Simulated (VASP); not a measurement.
# Tl (P-1) in VASP: single point with r2SCAN

Aim: the single point of Tl with r2SCAN.

All numbers are computed with VASP 6.6.1; they aren't measurements. Logs are shortened: lines on timing, memory, paths and dates and some standing lists are left out, and cuts for length are marked.

**1. Starting point**

The typed cell holds 2 atoms: a = 4.435 Å, b = 4.445 Å, c = 3.229 Å, α = 76.09°, β = 75.34°, γ = 84.25°.

The cell was built by a generator and needn't be a form met in nature.

**2. Single point, r2SCAN**

The input, POSCAR:

```
Tl
1.0
    3.2895482700      2.9744613200      0.0158199900
    3.2961787800     -2.9816948800      0.0470256700
    1.1035436500      0.0145609800     -3.0347380400
Tl
2
Direct
    0.2470920000      0.2902810000      0.8134730000
    0.6761190000      0.6979050000      0.2559760000
```

The input, INCAR.step1:

```
SYSTEM = Tl
PREC = Accurate
ENCUT = 520
ISMEAR = -5
SIGMA = 0.2226
LREAL = .False.
LASPH = .True.
NELM = 80
NBANDS = 20
GGA = PE
ALGO = Normal
EDIFF = 1E-4
LWAVE = .True.
LCHARG = .False.
```

The input, INCAR.step2:

```
SYSTEM = Tl
PREC = Accurate
ENCUT = 520
EDIFF = 1E-7
ISMEAR = 1
SIGMA = 0.2226
LREAL = .False.
LASPH = .True.
NELM = 80
ALGO = Normal
ISIF = 2
LWAVE = .False.
LCHARG = .False.
METAGGA = R2SCAN
LMIXTAU = .True.
LORBIT = 11
NBANDS = 20
ISTART = 1
```

The input, KPOINTS:

```
Automatic mesh
0
Gamma
  4 4 6
  0 0.5 0.5
```

Potentials or basis: VASP PAW PBE potentials, release 64 (Tl_d).

Command:

```sh
cat potpaw_PBE.64/Tl_d/POTCAR > POTCAR
cp INCAR.step1 INCAR
mpirun -np 1 vasp_std > vasp.out
cp INCAR.step2 INCAR
mpirun -np 1 vasp_std > vasp.out
```

OUTCAR:

```text
SYSTEM = Tl
   PREC = Accurate
   ENCUT = 520
   EDIFF = 1E-7
   ISMEAR = 1
   LREAL = .False.
   LASPH = .True.
   NELM = 80
   ISIF = 2
   METAGGA = R2SCAN
   LORBIT = 11
   ISTART = 1

 ion  position               nearest neighbor table
   1  0.247  0.290  0.813-   2 2.74   2 3.20   2 3.34   2 3.50   2 3.57   2 3.62   2 3.65
   2  0.676  0.698  0.256-   1 2.74   1 3.20   1 3.34   1 3.50   1 3.57   1 3.62   1 3.65

  LATTYP: Found a triclinic cell.
 ALAT       =     4.4349518867
 B/A-ratio  =     1.3430228307
 C/A-ratio  =     0.7281224579
 COS(alpha) =     0.0090523587
 COS(beta)  =     0.2531518257
 COS(gamma) =     0.6698322573

  Lattice vectors:

 A1 = (  -3.2895482700,  -2.9744613200,  -0.0158199900)
 A2 = (   0.0066305100,  -5.9561562000,   0.0312056800)
 A3 = (  -1.1035436500,  -0.0145609800,   3.0347380400)

Analysis of symmetry for initial positions (statically):
=====================================================================
 Subroutine PRICEL returns:
 Original cell was already a primitive cell.

 Routine SETGRP: Setting up the symmetry group for a
 triclinic supercell.

 Subroutine GETGRP returns: Found  2 space group operations
 (whereof  1 operations were pure point group operations)
 out of a pool of  2 trial point group operations.

The static configuration has the point symmetry C_1 .
 The point group associated with its full space group is S_2 .

Analysis of symmetry for dynamics (positions and initial velocities):
=====================================================================
 Subroutine PRICEL returns:
 Original cell was already a primitive cell.

 Routine SETGRP: Setting up the symmetry group for a
 triclinic supercell.

 Subroutine GETGRP returns: Found  2 space group operations
 (whereof  1 operations were pure point group operations)
 out of a pool of  2 trial point group operations.

The dynamic configuration has the point symmetry C_1 .
 The point group associated with its full space group is S_2 .

 Subroutine INISYM returns: Found  2 space group operations
 (whereof  1 operations are pure point group operations),
 and found     1 'primitive' translations

----------------------------------------------------------------------------------------

                                     Primitive cell

  volume of cell :      59.7246
[... 92 lines left out ...]
   NSW    =      0    number of steps for IOM
   IBRION =     -1    ionic relax: 0-MD 1-quasi-New 2-CG
   NFREE  =      0    steps in history (QN), initial steepest desc. (CG)
   ISIF   =      2    stress and relaxation
   ISYM   =      2    0-nonsym 1-usesym 2-fastsym
   POTIM  = 0.5000    time-step for ionic-motion
   TEBEG  =    0.0;   TEEND  =   0.0 temperature during run
   PSTRESS=    0.0 pullay stress
   NELECT =      26.0000    total number of electrons
   NUPDOWN=      -1.0000    fix difference up-down
   EMIN   =  10.00;   EMAX   =-10.00  energy-range for DOS
   EFERMI =   0.00;   METHOD = LEGACY
   ISMEAR =     1;   SIGMA  =   0.22  broadening in eV -4-tet -1-fermi 0-gaus
   EFERMI_NEDOS =   21; number of points for ismear=-14 and -15
   IALGO  =     38    algorithm
   IMIX   =      4    mixing-type and parameters
     AMIX     =   0.40;   BMIX     =  1.00
     AMIX_MAG =   1.60;   BMIX_MAG =  1.00
  volume/ion in A,a.u.               =      29.86       201.52
  Fermi-wavevector in a.u.,A,eV,Ry     =   1.240742  2.344663 20.945370  1.539441
  Thomas-Fermi vector in A             =   2.375170
   LORBIT       =     11    0 simple, 1 ext, 2 COOP (PROOUT), +10 PAW based schemes
   METAGGA = R2SCAN    functional components
   LHFCALC =     F    Hartree Fock is set to
   AEXX    =    0.0000 exact exchange contribution
   IVDW    =     0    specifies the selected vdW correction
   LEPSILON=     F    determine dielectric tensor
   LRPA    =     F    only Hartree local field effects (RPA)
 non-spin polarized calculation
 Methfessel and Paxton  Order N= 1 SIGMA  =   0.22
  energy-cutoff  :      520.00
  volume of cell :       59.72
 maximum number of plane-waves:      1622
 NGX is ok and might be reduce to    36

 number of electron      26.0000003 magnetization

 Free energy of the ion-electron system (eV)
  ---------------------------------------------------
  ext. energy  EPLUGINS =         0.00000000
  ---------------------------------------------------
  free energy    TOTEN  =      -105.89313540 eV

  energy without entropy =     -105.89202407  energy(sigma->0) =     -105.89276495

 E-fermi :   6.2328     XC(G=0): -10.5250

 val. band max:        6.2100557373   @ k =  -0.0000  -0.1250   0.0833
 cond. band min:       6.2895716585   @ k =  -0.0000   0.3750   0.2500
 fundamental gap:      0.0795159212
 Fermi energy:         6.2328373301

 k-point     1 :      -0.0000    0.1250    0.0833
  band No.  band energies     occupation
      1      -6.8842      2.00000
      2      -6.5997      2.00000
      3      -6.5091      2.00000
      4      -6.3758      2.00000
      5      -6.0240      2.00000
      6      -5.9017      2.00000
[... 541 lines left out ...]
     19      17.0584      0.00000
     20      17.6139      0.00000

 [... further k-points ...]

------------------------ aborting loop because EDIFF is reached ----------------------------------------

  FORCE on cell =-STRESS in cart. coord.  units (eV):
  Direction    XX          YY          ZZ          XY          YZ          ZX
  --------------------------------------------------------------------------------------
  -------------------------------------------------------------------------------------
  Total        2.4546798      0.1733461      2.1234184      0.0206382      0.2782400      1.3892408
  in kB       65.8494693      4.6501994     56.9630191      0.5536411      7.4640934     37.2679025
  external PRESSURE =      42.4875626 kB  Pullay stress =       0.0000000 kB

 VOLUME and BASIS-vectors are now :
 -----------------------------------------------------------------------------
  energy-cutoff  :      520.00
  volume of cell :       59.72
      direct lattice vectors                 reciprocal lattice vectors
     3.289548270  2.974461320  0.015819990     0.151495031  0.168355020  0.055897013
     3.296178780 -2.981694880  0.047025670     0.151142799 -0.167441515  0.054157743
     1.103543650  0.014560980 -3.034738040     0.003131816 -0.001717010 -0.328387127

 POSITION                                       TOTAL-FORCE (eV/Angst)
 -----------------------------------------------------------------------------------
      2.66734     -0.11872     -2.45112        -1.494529      0.203449     -0.904865
      4.80703     -0.06612     -0.73330         1.494529     -0.203449      0.904865
 -----------------------------------------------------------------------------------
    total drift:                                0.000000     -0.000008     -0.000024

  FREE ENERGIE OF THE ION-ELECTRON SYSTEM (eV)
  ---------------------------------------------------
  free  energy   TOTEN  =      -105.8931353956 eV

  energy  without entropy=     -105.8920240720  energy(sigma->0) =     -105.89276495

 total charge

# of ion       s       p       d       tot
------------------------------------------
    1        1.171   0.461   9.627  11.259
    2        1.171   0.461   9.627  11.259
--------------------------------------------------
tot          2.342   0.923  19.254  22.519
```

OSZICAR.step1:

```text
N       E                     dE             d eps       ncg     rms          rms(c)
DAV:   1     0.129294052662E+03    0.12929E+03   -0.14136E+04  1936   0.122E+03
DAV:   2    -0.150849490011E+01   -0.13080E+03   -0.12850E+03  2096   0.274E+02
DAV:   3    -0.396052220321E+01   -0.24520E+01   -0.24348E+01  2204   0.330E+01
DAV:   4    -0.397784299179E+01   -0.17321E-01   -0.17267E-01  2068   0.292E+00
DAV:   5    -0.397814057495E+01   -0.29758E-03   -0.29714E-03  2188   0.371E-01    0.433E+00
DAV:   6    -0.392802644514E+01    0.50114E-01   -0.88572E-02  2052   0.232E+00    0.287E+00
DAV:   7    -0.392068862440E+01    0.73378E-02   -0.45363E-02  2096   0.163E+00    0.766E-01
DAV:   8    -0.391942442999E+01    0.12642E-02   -0.51854E-03  2036   0.527E-01    0.446E-02
DAV:   9    -0.391941658175E+01    0.78482E-05   -0.55240E-05  1264   0.598E-02
   1 F= -.39194166E+01 E0= -.39194166E+01  d E =0.000000E+00
```

Wall time 96 s (1 thread of Intel Xeon Platinum 8488C (Sapphire Rapids), shared host); peak memory 0.2 GiB.

What came out:

* Free energy: -105.8931 eV
* Pressure: 4.2 GPa
* Largest force: 1.759 eV/Å
* Band gap on the k mesh: none (metal or under the smearing width)
* Valence electrons inside the program's atomic spheres: Tl 11.26

Forces on the atoms (eV/Å):
```
Tl  -1.495  0.203 -0.905
Tl   1.495 -0.203  0.905
```

Caveat: the k mesh is coarse (spacing up to 0.37 Å⁻¹), so the values aren't converged; the PAW data sets were made with another functional, which shifts forces and pressure a little. The run has no spin-orbit coupling, so splittings on Tl are missing.
